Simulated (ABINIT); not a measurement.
# Hf (P-1) in ABINIT: convergence with tolvrs

Aim: find how far tolvrs must go before the results for Hf settle, at PBE. This setting moves, with any that are tied to it; all else stays.

Program: ABINIT 10.8.3 (patched build). These are calculated values, not measurements. Logs are shortened: lines on timing, memory, paths and dates and some standing lists are left out, and cuts for length are marked. The log counts tension as positive stress, the text compression.

## 1. The cell of the first run

The typed cell holds 1 atom: a = 3.126 Å, b = 3.094 Å, c = 3.103 Å, α = 62.14°, β = 61.14°, γ = 60.87°.

This isn't the form of Hf at room conditions, which is hcp.

The cell isn't the ideal one: cell strained at random at fixed volume.

## 2. With tolvrs 0.01

The input, run.abi:

```
pp_dirpath "./"
pseudos "Hf.GGA_PBE-JTH.xml"

acell 3*1.0
rprim
    -0.0821520638     4.1715269564     4.1826366563
     4.0870278527    -0.0806440624     4.1811286548
     4.1045002605     4.1874913627    -0.0981164701
ntypat 1
znucl 72
natom 1
typat 1
xred
     0.0019310000    -0.0112190000    -0.0034220000
chkprim 0
chksymtnons 0
tolsym 1.0e-6

ecut 19.0
pawecutdg 38.0
pawxcdev 0

kptopt 1
ngkpt 10 10 10
nshiftk 1
shiftk 0.0 0.0 0.0

ixc 11

nband 10
occopt 4
tsmear 0.00183747

nstep 100
tolvrs 0.01

iomode 3
prtwf 0
prtden 0
prteig 0
prtebands 0
enunit 1
```

Potentials or basis: JTH PAW PBE v2.0.

Run with:

```console
> abinit run.abi > log 2>&1
```

run.abo:

```text
.Version 10.8.3 of ABINIT
 Symmetries : space group P-1 (#  2); Bravais aP (primitive triclinic)
================================================================================
 Values of the parameters that define the memory need of the present run
     intxc =       0    ionmov =       0      iscf =      17    lmnmax =      18
     lnmax =       6     mgfft =      24  mpssoang =       3    mqgrid =    3001
     natom =       1  nloc_mem =       2    nspden =       1   nspinor =       1
    nsppol =       1      nsym =       2    n1xccc =       1    ntypat =       1
    occopt =       4   xclevel =       2
       mpw =         593          nfft =       13824          nkpt =         504
 PAW method is used; the additional fine FFT grid is defined by:
   mgfftf=        36    nfftf =     46656
================================================================================
================================================================================

--------------------------------------------------------------------------------
------------- Echo of variables that govern the present computation ------------
--------------------------------------------------------------------------------
 -outvars: echo values of preprocessed input variables --------
            acell      1.0000000000E+00  1.0000000000E+00  1.0000000000E+00 Bohr
              amu      1.78490000E+02
          chkprim           0
      chksymtnons           0
             ecut      1.90000000E+01 Hartree
           enunit           1
                       outvar_i_n : Printing only first  50 k-points.
              ixc          11
                       outvar_i_n : Printing only first  50 k-points.
         kptrlatt       10    0    0      0   10    0      0    0   10
          kptrlen      5.84740429E+01
            natom           1
            nband          10
            ngfft          24      24      24
          ngfftdg          36      36      36
             nkpt         504
            nstep         100
             nsym           2
           ntypat           1
                       prtocc : prtvol=0, do not print more k-points.
           occopt           4
        pawecutdg      3.80000000E+01 Hartree
         pawxcdev           0
           prtden           0
        prtebands           0
           prteig           0
            prtwf           0
            rprim     -8.2152063800E-02  4.1715269564E+00  4.1826366563E+00
                       4.0870278527E+00 -8.0644062400E-02  4.1811286548E+00
                       4.1045002605E+00  4.1874913627E+00 -9.8116470100E-02
          spgroup           2
           tolsym      1.00000000E-06
           tolvrs      1.00000000E-02
           tsmear      1.83747000E-03 Hartree
            typat      1
           useylm           1
                       outvars : Printing only first  50 k-points.
           xangst     -3.1780584595E-02 -2.8414864359E-03 -2.0371024090E-02
            xcart     -6.0056601006E-02 -5.3696311543E-03 -3.8495656434E-02
             xred      1.9310000000E-03 -1.1219000000E-02 -3.4220000000E-03
            znucl       72.00000

================================================================================

 chkinp: Checking input parameters for consistency.

================================================================================
[... 92 lines left out ...]
 Atom  Sphere_radius  Integrated_density
    1        2.41119          9.51169769

================================================================================

 ----iterations are completed or convergence reached----

 Mean square residual over all n,k,spin=   35.006E-06; max=  13.433E-03
 reduced coordinates (array xred) for    1 atoms
       0.001931000000     -0.011219000000     -0.003422000000
 rms dE/dt=  0.0000E+00; max dE/dt=  0.0000E+00; dE/dt below (all hartree)
    1       0.000000000000      0.000000000000      0.000000000000

 cartesian coordinates (angstrom) at end:
    1     -0.03178058459515    -0.00284148643587    -0.02037102408991

 cartesian forces (hartree/bohr) at end:
    1     -0.00000000000000    -0.00000000000000    -0.00000000000000
 frms,max,avg= 0.0000000E+00 0.0000000E+00   0.000E+00  0.000E+00  0.000E+00 h/b

 cartesian forces (eV/Angstrom) at end:
    1     -0.00000000000000    -0.00000000000000    -0.00000000000000
 frms,max,avg= 0.0000000E+00 0.0000000E+00   0.000E+00  0.000E+00  0.000E+00 e/A
 length scales=  1.000000000000  1.000000000000  1.000000000000 bohr
              =  0.529177210544  0.529177210544  0.529177210544 angstroms
 Fermi (or HOMO) energy (eV) =  -1.78726   Average Vxc (eV)= -11.51425
 Eigenvalues (   eV  ) for nkpt= 504  k points:
 kpt#   1, nband= 10, wtk=  0.00100, kpt=  0.0000  0.0000  0.0000 (reduced coord)
 -63.48459  -31.72748  -31.72191  -31.67788   -9.08452   -0.65455   -0.47229   -0.01010
   2.33379    2.69050
 prteigrs : prtvol=0 or 1, do not print more k-points.

--- !EnergyTerms
iteration_state     : {dtset: 1, }
comment             : Components of total free energy in Hartree
kinetic             :  5.37157648979617E+00
hartree             :  6.16252325557692E+00
xc                  : -9.03008851815885E+00
Ewald energy        : -3.93383921621469E+01
psp_core            :  7.54358769077237E+00
local_psp           : -7.63119204389905E-01
PAW spherical_terms : -1.99649606794263E+01
internal            : -5.00188731279765E+01
'-kT*entropy'       : -6.85757759932139E-06
total_energy        : -5.00188799855541E+01
total_energy_eV     : -1.36108306287828E+03
...

--- !EnergyTermsDC
iteration_state     : {dtset: 1, }
comment             : '"Double-counting" decomposition of free energy'
band_energy         : -1.23006228531443E+01
Ewald energy        : -3.93383921621469E+01
psp_core            :  7.54358769077237E+00
xc_dc               : -1.12708578605636E+01
PAW spherical_terms :  5.33419341728444E+00
internal            : -5.00320917677980E+01
'-kT*entropy'       : -6.85757759932139E-06
total_energy_dc     : -5.00320986253756E+01
total_energy_dc_eV  : -1.36144276039211E+03
...

--- !EnergyTermsWithPAWCore
iteration_state     : {dtset: 1, }
comment             : 'Components of total free energy, including PAW core contributions'
Total energy        : -1.50784695502451E+04
Total energy DC     : -1.50784827688849E+04
Total energy (eV)   : -4.10306058929982E+05
Total energy DC (eV): -4.10306418627495E+05
...

 Cartesian components of stress tensor (hartree/bohr^3)
  sigma(1 1)= -1.12239035E-04  sigma(3 2)= -6.00935839E-05
  sigma(2 2)= -7.74527297E-05  sigma(3 1)= -6.18563502E-05
  sigma(3 3)= -6.81970498E-05  sigma(2 1)= -5.30366438E-05

-Cartesian components of stress tensor (GPa)         [Pressure=  2.5291E+00 GPa]
- sigma(1 1)= -3.30218641E+00  sigma(3 2)= -1.76801428E+00
- sigma(2 2)= -2.27873798E+00  sigma(3 1)= -1.81987665E+00
- sigma(3 3)= -2.00642648E+00  sigma(2 1)= -1.56039193E+00

== END DATASET(S) ==============================================================
================================================================================

 -outvars: echo values of variables after computation  --------
            acell      1.0000000000E+00  1.0000000000E+00  1.0000000000E+00 Bohr
           etotal     -5.0032098625E+01
            fcart     -0.0000000000E+00 -0.0000000000E+00 -0.0000000000E+00
            rprim     -8.2152063800E-02  4.1715269564E+00  4.1826366563E+00
                       4.0870278527E+00 -8.0644062400E-02  4.1811286548E+00
                       4.1045002605E+00  4.1874913627E+00 -9.8116470100E-02
           strten     -1.1223903470E-04 -7.7452729676E-05 -6.8197049764E-05
                      -6.0093583925E-05 -6.1856350218E-05 -5.3036643831E-05
           xangst     -3.1780584595E-02 -2.8414864359E-03 -2.0371024090E-02
             xred      1.9310000000E-03 -1.1219000000E-02 -3.4220000000E-03
 Calculation completed.
```

It took 32 s on 1 thread of Arm Neoverse V2, shared host; peak memory 0.22 GiB.

Results:

| Item | Value |
| --- | --- |
| Free energy | -1361.4428 eV |
| Pressure | 2.5 GPa |
| Band gap on the k mesh | none (metal or under the smearing width) |
| Valence electrons inside the program's atomic spheres | Hf 9.51 (radii [1.2759] Å) |

## 3. With tolvrs 0.001

Edit run.abi of step 2 so:

```diff
@@ -34,3 +34,3 @@
 nstep 100
-tolvrs 0.01
+tolvrs 0.001
```

Potentials or basis: JTH PAW PBE v2.0.

Run with:

```console
> abinit run.abi > log 2>&1
```

It took 32 s on 1 thread of Arm Neoverse V2, shared host; peak memory 0.22 GiB.

Results (log left out):

| Property | Result |
| --- | --- |
| Free energy | -1361.4428 eV |
| Pressure | 2.5 GPa |
| Band gap on the k mesh | none (metal or under the smearing width) |
| Valence electrons inside the program's atomic spheres | Hf 9.51 (radii [1.2759] Å) |

## 4. With tolvrs 0.0001

Edit run.abi of step 3 so:

```diff
@@ -34,3 +34,3 @@
 nstep 100
-tolvrs 0.001
+tolvrs 0.0001
```

Run with:

```console
> abinit run.abi > log 2>&1
```

Run time: 37 s. Hardware: 1 thread of Arm Neoverse V2, shared host; peak memory 0.22 GiB.

Results (log left out):

- Free energy: -1361.4429 eV
- Pressure: 3.1 GPa
- Band gap on the k mesh: none (metal or under the smearing width)
- Valence electrons inside the program's atomic spheres: Hf 9.51 (radii [1.2759] Å)

## 5. With tolvrs 1e-05

Edit run.abi of step 4 so:

```diff
@@ -34,3 +34,3 @@
 nstep 100
-tolvrs 0.0001
+tolvrs 1.0e-5
```

Run with:

```console
> abinit run.abi > log 2>&1
```

It took 43 s on 1 thread of Arm Neoverse V2, shared host; peak memory 0.22 GiB.

It converged, with:

* Free energy: -1361.4429 eV
* Pressure: 3.0 GPa
* Band gap on the k mesh: none (metal or under the smearing width)
* Valence electrons inside the program's atomic spheres: Hf 9.51 (radii [1.2759] Å)

## 6. With tolvrs 1e-06

Edit run.abi of step 5 so:

```diff
@@ -34,3 +34,3 @@
 nstep 100
-tolvrs 1.0e-5
+tolvrs 1.0e-6
```

Potentials or basis: JTH PAW PBE v2.0.

Run with:

```console
> abinit run.abi > log 2>&1
```

Wall time 49 s (1 thread of Arm Neoverse V2, shared host); peak memory 0.22 GiB.

Results (log left out):

* Free energy: -1361.4429 eV
* Pressure: 3.0 GPa
* Band gap on the k mesh: none (metal or under the smearing width)
* Valence electrons inside the program's atomic spheres: Hf 9.51 (radii [1.2759] Å)

## 7. With tolvrs 1e-08

Edit run.abi of step 6 so:

```diff
@@ -34,3 +34,3 @@
 nstep 100
-tolvrs 1.0e-6
+tolvrs 1.0e-8
```

Run with:

```console
> abinit run.abi > log 2>&1
```

It took 53 s on 1 thread of Arm Neoverse V2, shared host; peak memory 0.22 GiB.

The run converged. Its results:

```
Free energy                                           : -1361.4429 eV
Pressure                                              : 3.0 GPa
Band gap on the k mesh                                : none (metal or under the smearing width)
Valence electrons inside the program's atomic spheres : Hf 9.51 (radii [1.2759] Å)
```

## 8. With tolvrs 1e-10

Edit run.abi of step 7 so:

```diff
@@ -34,3 +34,3 @@
 nstep 100
-tolvrs 1.0e-8
+tolvrs 1.0e-10
```

Run with:

```console
> abinit run.abi > log 2>&1
```

Run time: 64 s. Hardware: 1 thread of Arm Neoverse V2, shared host; peak memory 0.22 GiB.

It converged, with:

```
Free energy                                           : -1361.4429 eV
Pressure                                              : 3.0 GPa
Band gap on the k mesh                                : none (metal or under the smearing width)
Valence electrons inside the program's atomic spheres : Hf 9.51 (radii [1.2759] Å)
```

## 9. With tolvrs 1e-13

Edit run.abi of step 8 so:

```diff
@@ -34,3 +34,3 @@
 nstep 100
-tolvrs 1.0e-10
+tolvrs 1.0e-13
```

Potentials or basis: JTH PAW PBE v2.0.

Run with:

```console
> abinit run.abi > log 2>&1
```

It took 70 s on 1 thread of Arm Neoverse V2, shared host; peak memory 0.22 GiB.

The run converged. Its results:

| Property | Result |
| --- | --- |
| Free energy | -1361.4429 eV |
| Pressure | 3.0 GPa |
| Band gap on the k mesh | none (metal or under the smearing width) |
| Valence electrons inside the program's atomic spheres | Hf 9.51 (radii [1.2759] Å) |

## 10. Result

```csv
tolvrs,energy less the tightest run (meV/atom),pressure (GPa),SCF cycles,CPU time (s),peak memory (GiB)
0.01,0.09,2.53,4,32,0.22
0.001,0.09,2.53,4,32,0.22
0.0001,0.00,3.09,5,37,0.22
1e-05,0.00,2.99,6,43,0.22
1e-06,0.00,3.03,7,49,0.22
1e-08,0.00,3.01,8,53,0.22
1e-10,0.00,3.02,10,64,0.22
1e-13,0.00,3.02,11,70,0.22
```

Against the tightest run, the energy stays within 1 meV/atom from 0.01 on; the pressure stays within 0.1 GPa from 0.0001 on. The tightest run that finished is the yardstick and may itself not be fully converged.
